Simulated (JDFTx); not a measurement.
Runs of JDFTx 1.7.0 (patched build) on MoS2. It takes space group P6_3/mmc (No. 194, hexagonal). Conventional cell: a = 3.169 Å, b = 3.169 Å, c = 12.324 Å, α = 90.00°, β = 90.00°, γ = 120.00°. Around Mo (site symmetry -6m2) lie 6 S at 2.41 Å. S (site symmetry 3m) is surrounded by 3 Mo at 2.41 Å. 

```csv
task,level,potentials or basis,cell,k mesh,local potential set to -Z/r beyond,max SCF steps,SCF threshold on the energy,solver of the electrons,further solve for the empty bands,mesh quality,gap on the mesh (eV),pressure (GPa),largest force (eV/Å)
single point,LDA,PseudoDojo-SR-LDA-0.4.1-standard with smoothed tails,as given,4 × 4 × 1,6 bohr,100,1e-09 Ha,scf,yes,coarse,(b),-5.8,0.53
relaxation of cell and atoms,PBE,PseudoDojo-SR-PBE-0.5-stringent with smoothed tails,relaxed,4 × 4 × 1,6 bohr,100,1e-09 Ha,scf,no,coarse,1.60,0.0,-
single point,PBEsol,PseudoDojo-SR-PBEsol-0.4.1-standard with smoothed tails,as given,4 × 4 × 1,6 bohr,100,1e-09 Ha,scf,yes,coarse,(c),-3.1,0.36
single point,PBE,PseudoDojo-SR-PBE-0.5-standard,as given,10 × 10 × 3,-,100,1e-09 Ha,scf,yes,not flagged,0.93,(a),0.06
```

Alike in all rows: no spin polarisation; cutoff (eV) 1088; smearing fermi-dirac 0.05 eV.

Task: Estimate the missing entries.

Result: (a) 2.1; (b) 1.15; (c) 1.18.

Caveats: some runs use coarse meshes; an odd mesh through Γ misses points on the zone boundary, where band edges often lie; this functional lacks dispersion, which binds the layers, so the pressure and a relaxed spacing across them are unreliable (some runs).

A k mesh can miss the band edges, and the runs leave out spin-orbit coupling on Mo.

Not every run made on this cell is shown here.
